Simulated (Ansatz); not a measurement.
# Al2Cu (P4/mmm) in Ansatz: notebook

Aim: see how the results for Al2Cu move with the level of theory and the settings. Levels: LDA, PBEsol, r2SCAN. Tasks: band structure.

Program: Ansatz 0.2.0. These are calculated values, not measurements. Logs are shortened: lines on timing, memory, paths and dates and some standing lists are left out, and cuts for length are marked.

## (1) Starting point

The structure is tetragonal, space group P4/mmm (No. 123). Conventional cell: a = 4.105 Å, b = 4.105 Å, c = 2.891 Å, α = 90.00°, β = 90.00°, γ = 90.00°. Cu (site symmetry 4/mmm) is surrounded by 8 Al at 2.51 Å. Al (site symmetry mmm) has 4 Cu at 2.51 Å as nearest neighbours.

The cell comes from a database or a generator and needn't be the stable form of this composition.

## (2) Band structure, LDA

Contents of input.yaml:

```yaml
crystal:
  lattice:
    - [4.105182, 0.0, 0.0]
    - [0.0, 4.105182, 0.0]
    - [0.0, 0.0, 2.891313]
  atoms:
    - { symbol: Cu, position: [0.0, 0.0, 0.0] }
    - { symbol: Al, position: [0.0, 0.5, 0.5] }
    - { symbol: Al, position: [0.5, 0.0, 0.5] }
hamiltonian:
  xc: lda
  pseudopotentials: { kind: paw }
kpoints:
  mp_grid: { grid: [4, 4, 5] }
  band_path:
    path:
      - [[0.0, 0.0, 0.0], [0.0, 0.5, 0.0], [0.5, 0.5, 0.0], [0.0, 0.0, 0.0], [0.0, 0.0, 0.5], [0.0, 0.5, 0.5], [0.5, 0.5, 0.5], [0.0, 0.0, 0.5]]
      - [[0.0, 0.5, 0.0], [0.0, 0.5, 0.5]]
      - [[0.5, 0.5, 0.0], [0.5, 0.5, 0.5]]
    npoints: 14
scf:
  occupations: { method: fermi_dirac, width: 0.05 }
  n_extra_bands: 7
output:
  forces: true
  stress: true
  eigenvalues: true
  fatbands: true
```

Potentials or basis: Ansatz PAW.

Started as:

```console
ansatz run input.yaml --threads 2 --pin off --max-ram 5632MiB --backend cpu --events-out ev --progress --plain --runs-dir out
```

Output:

```text
Warning: RAYON_NUM_THREADS=2 ignored (pool sized by the plan → 2); use --threads N
scf.n_extra_bands = 7 over 13 filled bands (N_el = 25.0): the run solves 20 bands
Engine: ansatz 0.2.0, x86_64-unknown-linux-gnu
Pseudopotentials: kind: paw
Pseudopotential: Cu, paw, valence charge 19, recommended cutoff 420 eV (normal), Cu.paw.azcp
Pseudopotential: Al, paw, valence charge 3, recommended cutoff 420 eV (normal), Al.paw.azcp
Functional definition: SPW92
  exchange = slater_x
  correlation = pw_c
Crystal: 3 atoms, lattice volume = 48.726 Å³
Basis set: ecut = 420 eV, 945 PW (Γ)
Bands: 20, of which v1, the nominal top of the filled ones, is band 13 counted from 1 (12 counted from 0)
Symmetry: 16 space group operations
Space group: P4/mmm (ITA 123), of the structure as read, at distance tolerance 3.7e-5 Å
k-points: 18 of 80
Non-local potential: Cu, projectors of the file, l = 0: 3, l = 1: 2, l = 2: 3, l = 3: 1
Non-local potential: Al, projectors of the file, l = 0: 2, l = 1: 2, l = 2: 1
PAW form: soft (Blöchl's): semilocal exchange-correlation on the pseudo side does not see the compensation charge
PAW frozen core: Cu, regenerated for the run's functional, and the local potential with it (the file was generated under x = pbe(κ = 0.804, μ = 0.2195149727645171), c = pbe(β = 0.06672455060314922))
PAW frozen core: Al, regenerated for the run's functional, and the local potential with it (the file was generated under x = pbe(κ = 0.804, μ = 0.2195149727645171), c = pbe(β = 0.06672455060314922))
PAW one-centre angular grid: Cu, 590 points (default); XC on 64 Gauss nodes
PAW one-centre angular grid: Al, 110 points (default); XC on 64 Gauss nodes
Initial density: superposition of atomic densities (neutral atoms: chi_scale 0, normalization atom), corrected by the library's trained network
Initial wavefunctions: pseudopotential atomic-orbital guess
Functional: x = slater, c = lda
SCF iter   1: F=—  HF=-7581.661831 eV  |F-HF|=—  |Δ(HF+E_count)|=         —  Δρ=1.22e-2  dr2=3.40e-2  ethr=1.77e-3  ⟨swp⟩=5.7  Hψ=1806  notcnv=0  defer=2
preconditioner: auto → Kerker (q_TF=auto, 2.441 Å⁻¹)  [metal: Δε(μ)=0.071 eV  Ē_g=10.091 eV  σ=0.050 eV  W_gap=0.32  n_scr=10 (ndim 8)  ℏωp=21.9 eV  f_vac=0.000  D(μ)=1.29/eV (n_scr^D=10)]
SCF iter   2: F=—  HF=-7581.654128 eV  |F-HF|=—  |Δ(HF+E_count)|=   7.70e-3  Δρ=2.45e-3  dr2=3.38e-3  ethr=1.36e-4  ⟨swp⟩=2.0  Hψ=727  notcnv=0  defer=27
SCF iter   3: F=—  HF=-7581.653469 eV  |F-HF|=—  |Δ(HF+E_count)|=   6.58e-4  Δρ=1.90e-3  dr2=1.54e-3  ethr=1.35e-5  ⟨swp⟩=1.6  Hψ=394  notcnv=0  defer=27
SCF iter   4: F=—  HF=-7581.653064 eV  |F-HF|=—  |Δ(HF+E_count)|=   4.06e-4  Δρ=7.50e-4  dr2=3.04e-4  ethr=6.16e-6  ⟨swp⟩=1.0  Hψ=328  notcnv=0  defer=27
SCF iter   5: F=—  HF=-7581.652960 eV  |F-HF|=—  |Δ(HF+E_count)|=   1.04e-4  Δρ=1.40e-4  dr2=1.51e-5  ethr=1.22e-6  ⟨swp⟩=1.6  Hψ=357  notcnv=0  defer=27
SCF iter   6: F=—  HF=-7581.652957 eV  |F-HF|=—  |Δ(HF+E_count)|=   2.99e-6  Δρ=3.68e-5  dr2=1.17e-6  ethr=6.05e-8  ⟨swp⟩=2.1  Hψ=408  notcnv=0  defer=27
SCF iter   7: F=—  HF=-7581.652957 eV  |F-HF|=—  |Δ(HF+E_count)|=   2.06e-7  Δρ=4.54e-6  dr2=1.45e-8  ethr=4.00e-10  ⟨swp⟩=6.3  Hψ=1677  notcnv=0
SCF iter   8: F=-7581.652957 eV  HF=-7581.652957 eV  |F-HF|=3.80e-10  |Δ(HF+E_count)|=   2.74e-9  Δρ=2.02e-6  dr2=1.69e-9  ethr=5.80e-11  ⟨swp⟩=3.7  Hψ=903  notcnv=0
SCF 1 converged in 8 iterations: F = -7581.652957 eV  dr2 = 1.69e-9
NSCF: frozen V_eff on 129 k-points
SCF converged after 8 iterations
Free energy (F): -7581.652957 eV
Harris-Foulkes:  -7581.652957 eV  (|F-HF|=3.80e-10)
Internal energy: -7581.643637 eV  (E = F + TS)
E sigma→0 (E₀):  -7581.648297 eV
Entropy (-TS):   -0.009320 eV (-3.107 meV/atom)
Fermi energy:    9.092052 eV
--- Per-component energies (eV) ---
  E_band       = -500.402786
  E_kinetic    = 345.897103
  E_local      = -6185.502294  (includes V_loc(G=0)·N_el)
  E_nonlocal   = 410.898034
  E_hartree    = 2777.863211
  E_xc         = -168.239123
  E_vxc        = -174.818168  (∫ρ·V_xc dr)
  E_paw        = -2475.641641  (= ΣΔE_a)
  E_vpaw       = -452.600695  (= ΣTr[D̂ρ^β])
  E_aug_tail   = 0.000195  (compensation charges beyond the density's cutoff)
  E_ewald      = -2287.480215
  E_core_change = 0.561093  (= ΣΔE_core)
  E_smearing   = -0.009320  (= −TS)
  E_closure    = 0.000000  (closes the sum)
  Σ components = -7581.652957   (vs F -7581.652957, Δ=0.00e0)
--- Forces (eV/Å), atoms counted from 1 ---
  atom   1  Cu     0.00000000     0.00000000     0.00000000
  atom   2  Al     0.00000000    -0.00000000     0.00000000
  atom   3  Al    -0.00000000     0.00000000     0.00000000
  max |Σ_I F_I| component: 4.44e-31 eV/Å
--- Stress (GPa, compression-positive) ---
       -4.616647       0.000000       0.000000
        0.000000      -4.616647       0.000000
        0.000000       0.000000      -5.538422
  P = ⅓ Tr σ = -4.9239 GPa (-49.239 kbar)
--- Band table (eV; the first three rows and the last of 18) ---
  k-point 0: bands = ["-104.1119", "-61.9222", "-61.9222", "-61.8932", "-1.4309", "3.6587", "4.1976", "4.8547", "5.0439", "5.0439", "6.7397", "6.7397", "8.9672", "9.9719", "14.9663", "15.1907", "15.1907", "16.1583", "16.2284", "21.2457"]
  k-point 1: bands = ["-104.1116", "-61.9219", "-61.9219", "-61.8977", "-0.7111", "3.8840", "4.4262", "4.5709", "4.5709", "4.9163", "7.8116", "7.8116", "9.3779", "10.0332", "10.6373", "15.7647", "15.7647", "16.5433", "17.6094", "18.4444"]
  k-point 2: bands = ["-104.1112", "-61.9213", "-61.9213", "-61.9049", "1.3564", "4.1011", "4.1271", "4.1271", "4.2554", "5.0170", "6.4571", "10.1606", "10.1606", "10.7828", "11.7881", "13.5490", "13.5490", "13.6990", "17.2211", "17.4278"]
  k-point 17: bands = ["-104.1112", "-61.9214", "-61.9214", "-61.9049", "3.4714", "3.4714", "4.6961", "4.7941", "4.8283", "5.1593", "6.2634", "6.2634", "7.8525", "9.3029", "9.9229", "9.9229", "12.3510", "20.2081", "21.1446", "22.3889"]
```

bands.tsv:

```text
# k_distance	band_0	band_1	band_2	band_3	band_4	band_5	band_6	band_7	band_8	band_9	band_10	band_11	band_12	band_13	band_14	band_15	band_16	band_17	band_18	band_19
# fermi_ev = 9.092052
[... 146 lines left out ...]
8.330088	-113.203253	-71.013370	-71.013370	-70.997502	-5.595739	-5.595739	-4.348195	-4.258431	-3.962924	-3.914427	-2.594201	-2.594201	-1.085503	-0.289852	0.417708	0.417708	2.895714	11.253562	12.315374	13.681228
8.407700	-113.203226	-71.013331	-71.013331	-70.997976	-5.577345	-5.577345	-4.310205	-4.254138	-3.909292	-3.605952	-2.345779	-2.345779	-0.938063	-0.766838	0.030285	0.030285	2.584193	11.381128	12.595809	14.088624
8.485312	-113.203217	-71.013324	-71.013324	-70.998127	-5.571438	-5.571438	-4.297427	-4.252684	-3.905278	-3.458810	-2.240696	-2.240696	-0.956326	-0.881819	-0.120891	-0.120891	2.473029	11.428988	12.718228	14.088379
```

fatbands.tsv:

```text
# ik	k_distance	band	e_minus_ef	cu0_l0_3S	cu0_l0_4S	cu0_l1_3P	cu0_l2_3D	al1_l0_3S	al1_l1_3P	al2_l0_3S	al2_l1_3P
# fermi_ev = 9.092052
# lock_threshold_ev = 1e-12
# [0, 0, 0] at k_distance = 0.000000
# [0, 0.5, 0] at k_distance = 0.765275
# [0.5, 0.5, 0] at k_distance = 1.530550
# [0, 0, 0] at k_distance = 2.612812
# [0, 0, 0.5] at k_distance = 3.699374
# [0, 0.5, 0.5] at k_distance = 4.464649
# [0.5, 0.5, 0.5] at k_distance = 5.229924
# [0, 0, 0.5] at k_distance = 6.312186
# [0, 0.5, 0] at k_distance = 6.312186
# [0, 0.5, 0.5] at k_distance = 7.398749
# [0.5, 0.5, 0] at k_distance = 7.398749
# [0.5, 0.5, 0.5] at k_distance = 8.485312
# jumps = 99 114
# n_points = 129
0	0.000000	0	-113.203935	0.996641	0.000012	0.000000	0.000043	0.001651	0.000000	0.001651	0.000000
0	0.000000	1	-71.014277	0.000000	0.000000	0.994939	0.000000	0.000000	0.003501	0.000000	0.001554
0	0.000000	2	-71.014277	0.000000	0.000000	0.994939	0.000000	0.000000	0.001554	0.000000	0.003501
0	0.000000	3	-70.985278	0.000000	0.000000	0.999509	0.000000	0.000000	0.000243	0.000000	0.000243
0	0.000000	4	-10.522961	0.001869	0.495685	0.000000	0.001708	0.248057	0.000000	0.248057	0.000000
0	0.000000	5	-5.433397	0.000000	0.000000	0.000000	0.793480	0.101577	0.000000	0.101577	0.000000
[... 2061 lines left out ...]
103	6.622633	6	-4.853439	0.000079	0.004185	0.000125	0.921238	0.000000	0.027484	0.022948	0.021291
103	6.622633	7	-4.388875	0.000000	0.000000	0.000000	0.948026	0.000000	0.050395	0.000000	0.000000
103	6.622633	8	-4.285617	0.000000	0.000
```

Run time: 4.3 s. Hardware: 2 threads of Intel Xeon at 2.50GHz (Skylake/Cascade Lake), shared host; peak memory 0.34 GiB.

What came out:

```
Free energy            : -7581.6530 eV
Pressure               : -4.9 GPa
Band gap on the k mesh : none (metal or under the smearing width)
```

Levels at the corners of the path, in eV from the Fermi level:
| point | band 9 | band 10 | band 11 | band 12 | band 13 | band 14 | band 15 | band 16 | band 17 | band 18 |
| --- | --- | --- | --- | --- | --- | --- | --- | --- | --- | --- |
| Γ | -4.05 | -4.05 | -2.35 | -2.35 | -0.12 | 0.88 | 5.87 | 6.10 | 6.10 | 7.07 |
| X | -4.32 | -4.08 | -4.04 | -1.05 | 1.58 | 1.73 | 1.87 | 7.24 | 8.35 | 9.11 |
| M | -4.37 | -4.20 | -4.07 | -4.07 | -2.39 | 8.51 | 8.51 | 9.14 | 9.78 | 9.95 |
| Γ | -4.05 | -4.05 | -2.35 | -2.35 | -0.12 | 0.88 | 5.87 | 6.10 | 6.10 | 7.07 |
| Z | -4.77 | -4.06 | -3.00 | 2.52 | 2.53 | 2.53 | 2.74 | 2.74 | 3.12 | 3.44 |
| R | -4.14 | -4.13 | -3.02 | -2.49 | -1.70 | 3.62 | 3.95 | 4.37 | 4.81 | 5.91 |
| A | -3.91 | -3.46 | -2.24 | -2.24 | -0.96 | -0.88 | -0.12 | -0.12 | 2.47 | 11.43 |
| Z | -4.77 | -4.06 | -3.00 | 2.52 | 2.53 | 2.53 | 2.74 | 2.74 | 3.12 | 3.44 |
| X | -4.32 | -4.08 | -4.04 | -1.05 | 1.58 | 1.73 | 1.87 | 7.24 | 8.35 | 9.11 |
| R | -4.14 | -4.13 | -3.02 | -2.49 | -1.70 | 3.62 | 3.95 | 4.37 | 4.81 | 5.91 |
| M | -4.37 | -4.20 | -4.07 | -4.07 | -2.39 | 8.51 | 8.51 | 9.14 | 9.78 | 9.95 |
| A | -3.91 | -3.46 | -2.24 | -2.24 | -0.96 | -0.88 | -0.12 | -0.12 | 2.47 | 11.43 |

Caveat: the k mesh is coarse (spacing up to 0.43 Å⁻¹), so the values aren't converged; the PAW data sets come from PBE, with cores solved anew for the run's functional, which leaves a small shift of forces and pressure.

## (3) Band structure, PBEsol

input.yaml, as its differences from that of step 2:

```diff
@@ -10,3 +10,3 @@
 hamiltonian:
-  xc: lda
+  xc: pbesol
   pseudopotentials: { kind: paw }
@@ -27,2 +27,2 @@
   eigenvalues: true
-  fatbands: true
+  fatbands: false
```

Potentials or basis: Ansatz PAW.

Started as:

```console
ansatz run input.yaml --threads 2 --pin off --max-ram 5632MiB --backend cpu --events-out ev --progress --plain --runs-dir out
```

Run time: 3.8 s. Hardware: 2 threads of Intel Xeon at 2.50GHz (Skylake/Cascade Lake), shared host; peak memory 0.35 GiB.

The run converged. Its results:

| Quantity | Value |
| --- | --- |
| Free energy | -7638.0120 eV |
| Pressure | -2.2 GPa |
| Band gap on the k mesh | none (metal or under the smearing width) |

Stress tensor (GPa, compression positive):
```
-1.78  0.00  0.00
 0.00 -1.78  0.00
 0.00  0.00 -3.19
```

Levels at the corners of the path, in eV from the Fermi level:
```csv
point,band 10,band 11,band 12,band 13,band 14,band 15,band 16,band 17
Γ,-4.02,-2.40,-2.40,-0.09,0.83,5.90,6.12,6.12
X,-4.05,-4.01,-1.09,1.55,1.70,1.89,7.28,8.30
M,-4.18,-4.05,-4.05,-2.42,8.47,8.47,9.18,9.84
Γ,-4.02,-2.40,-2.40,-0.09,0.83,5.90,6.12,6.12
Z,-4.03,-2.99,2.51,2.52,2.52,2.69,2.69,3.07
R,-4.10,-3.09,-2.48,-1.70,3.62,3.93,4.35,4.89
A,-3.52,-2.29,-2.29,-0.94,-0.92,-0.08,-0.08,2.35
Z,-4.03,-2.99,2.51,2.52,2.52,2.69,2.69,3.07
X,-4.05,-4.01,-1.09,1.55,1.70,1.89,7.28,8.30
R,-4.10,-3.09,-2.48,-1.70,3.62,3.93,4.35,4.89
M,-4.18,-4.05,-4.05,-2.42,8.47,8.47,9.18,9.84
A,-3.52,-2.29,-2.29,-0.94,-0.92,-0.08,-0.08,2.35
```

Caveat: the k mesh is coarse (spacing up to 0.43 Å⁻¹), so the values aren't converged; the PAW data sets come from PBE, with cores solved anew for the run's functional, which leaves a small shift of forces and pressure.

## (4) Band structure, r2SCAN

input.yaml, as its differences from that of step 3:

```diff
@@ -10,3 +10,3 @@
 hamiltonian:
-  xc: pbesol
+  xc: r2scan
   pseudopotentials: { kind: paw }
@@ -28 +28,5 @@
   fatbands: false
+  write_density: true
+  write_potential: true
+  elf: true
+  volumetric_format: npy
```

Started as:

```console
ansatz run input.yaml --threads 2 --pin off --max-ram 5632MiB --backend cpu --events-out ev --progress --plain --runs-dir out
```

Run time: 7.3 s. Hardware: 2 threads of Intel Xeon at 2.50GHz (Skylake/Cascade Lake), shared host; peak memory 0.43 GiB.

It converged, with:

```
Free energy            : -7712.2443 eV
Pressure               : -2.2 GPa
Band gap on the k mesh : none (metal or under the smearing width)
```

Stress tensor (GPa, compression positive):
```
-1.37  0.00  0.00
 0.00 -1.37  0.00
 0.00  0.00 -3.73
```

Levels at the corners of the path, in eV from the Fermi level:
```csv
point,band 9,band 10,band 11,band 12,band 13,band 14,band 15,band 16,band 17,band 18
Γ,-4.22,-4.22,-2.66,-2.66,0.00,0.96,6.29,6.55,6.55,7.23
X,-4.50,-4.25,-4.21,-1.27,1.56,1.86,2.07,7.74,8.82,9.74
M,-4.53,-4.41,-4.24,-4.24,-2.60,8.85,8.85,9.67,10.45,10.78
Γ,-4.22,-4.22,-2.66,-2.66,0.00,0.96,6.29,6.55,6.55,7.23
Z,-4.99,-4.27,-3.18,2.57,2.57,2.57,2.74,2.74,3.20,4.26
R,-4.36,-4.32,-3.34,-2.65,-1.82,3.80,4.04,4.48,5.43,6.29
A,-4.11,-3.80,-2.54,-2.54,-1.11,-0.98,0.01,0.01,2.62,12.42
Z,-4.99,-4.27,-3.18,2.57,2.57,2.57,2.74,2.74,3.20,4.26
X,-4.50,-4.25,-4.21,-1.27,1.56,1.86,2.07,7.74,8.82,9.74
R,-4.36,-4.32,-3.34,-2.65,-1.82,3.80,4.04,4.48,5.43,6.29
M,-4.53,-4.41,-4.24,-4.24,-2.60,8.85,8.85,9.67,10.45,10.78
A,-4.11,-3.80,-2.54,-2.54,-1.11,-0.98,0.01,0.01,2.62,12.42
```

Caveat: the k mesh is coarse (spacing up to 0.43 Å⁻¹), so the values aren't converged; the PAW data sets come from PBE, with cores solved anew for the run's functional, which leaves a small shift of forces and pressure.

## (5) The runs side by side

```csv
level,cutoff (eV),gap on the mesh (eV),pressure (GPa)
LDA,420,none,-4.9
PBEsol,420,none,-2.2
r2SCAN,500,none,-2.2
```

Alike in all rows: task band structure; potentials or basis Ansatz PAW; no spin polarisation; cell as given; k mesh 4 × 4 × 5; smearing fermi-dirac 0.05 eV; the mesh is coarse, so values aren't converged.

Caveats: all runs use coarse meshes; the PAW data sets come from PBE, with cores solved anew for the run's functional, which leaves a small shift of forces and pressure.

Total energies depend on the potentials used, so only differences within one code and one set of settings carry meaning.
